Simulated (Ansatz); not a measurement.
# A series in volume scale on BaS

All results are calculated (Ansatz 0.2.0). Periodic Kohn-Sham DFT of a crystal at fixed atoms, scaled to volume_scale times the given cell; pressure positive in compression, energy less spherical unpolarised free atoms, largest_vzz the field gradient of largest size among the nuclei.

The cell before it is scaled or strained (space group Fm-3m, No. 225):
```
cell vectors (Å)
   0.0000     3.1937     3.1937
   3.1937     0.0000     3.1937
   3.1937     3.1937     0.0000
atoms (fractions of the cell vectors)
Ba  0.00000  0.00000  0.00000
S   0.50000  0.50000  0.50000
```

Settings of every row: method all-electron LAPW; functional PBEsol; relativity scalar; k mesh 8x8x8; filling fermi-dirac; smearing width 0.02 eV; basis error target 0.25 meV/atom; nucleus gaussian.

Atom start moment: 0 on all atoms.

Limits: no spin-orbit coupling on heavy atoms.

| row | volume scale | V (Å³/atom) | pressure (GPa) | energy less free atoms (eV/atom) |
| --- | --- | --- | --- | --- |
| 1 | 0.94 | 30.62 | 1.793 | -5.3792 |
| 2 | 0.95 | 30.946 | 1.23 | -5.3823 |
| 3 | 0.96 | 31.275 | 0.698 | -5.3842 |
| 4 | 0.98 | 31.926 | -0.279 | -5.3851 |
| 5 | 0.99 | 32.252 | -0.727 | -5.384 |
| 6 | 1 | 32.576 | -1.151 | -5.3821 |
| 7 | 1.01 | 32.901 | -1.552 | -5.3794 |
| 8 | 1.02 | 33.229 | -1.931 | -5.3758 |
| 9 | 1.04 | 33.878 | ? | ? |
| 10 | 1.05 | 34.207 | -2.946 | -5.3608 |
| 11 | 1.06 | 34.529 | -3.248 | -5.3545 |

Question: what pressure and energy less free atoms should row 9 give?

Worked fit of pressure. Take u = (V_r/V)^(2/3) − 1 with V_r = 32.414 Å³ an atom, which is twice the finite (Eulerian) strain; such expansions in the strain, on which the Birch-Murnaghan equation of state is built, carry the rest volume and the bulk modulus. The shown rows have u = 0.03869, 0.03138, 0.02413, 0.01016, 0.00335, -0.00332, -0.00989, -0.01642, -0.03526, -0.04126. Least squares give pressure = −0.9416 + 63.462 × u + 185.2 × u² GPa; a straight line predicts inner rows, each left out in turn, worse (root mean square 0.11 against 0.0025 GPa). The rows lie off it by 0.002, -0.002, 0.000, -0.001, 0.000, -0.001, -0.001, 0.003, 0.003, -0.003. The pressure vanishes at u = 0.0142, or V = 31.73 Å³ an atom, and there the bulk modulus at fixed shape and fractions is B = −V dP/dV = (2/3)(1 + u) dP/du = 46.5 GPa. The withheld row has u = -0.02902, so the fit gives −0.9416 + 63.462 × (-0.02902) + 185.2 × (-0.02902)² = -2.627 GPa.

The calculation gave -2.627 GPa. The fit meets it to the printed digit.

Worked fit of energy less free atoms. Take u = (V_r/V)^(2/3) − 1 with V_r = 32.414 Å³ an atom, which is twice the finite (Eulerian) strain; such expansions in the strain, on which the Birch-Murnaghan equation of state is built, carry the rest volume and the bulk modulus. The shown rows have u = 0.03869, 0.03138, 0.02413, 0.01016, 0.00335, -0.00332, -0.00989, -0.01642, -0.03526, -0.04126. Least squares give energy less free atoms = −5.38318 − 0.2837 × u + 9.97 × u² eV/atom; a straight line predicts inner rows, each left out in turn, worse (root mean square 0.0059 against 4.2e-05 eV/atom). The rows lie off it by 0.0000, 0.0000, 0.0000, -0.0001, 0.0000, 0.0000, 0.0000, 0.0000, 0.0000, 0.0000. Its lowest point lies at u = 0.0142, or V = 31.73 Å³ an atom, and the curvature there gives the bulk modulus at fixed shape and fractions, B = (4/9)(1 + u)² E″(u)/V = 46 GPa. The withheld row has u = -0.02902, so the fit gives −5.38318 − 0.2837 × (-0.02902) + 9.97 × (-0.02902)² = -5.3666 eV/atom.

The calculation gave -5.3665 eV/atom. The fit lies 0.0001 eV/atom (0.33 % of the column's range) below it, one unit of the last digit.
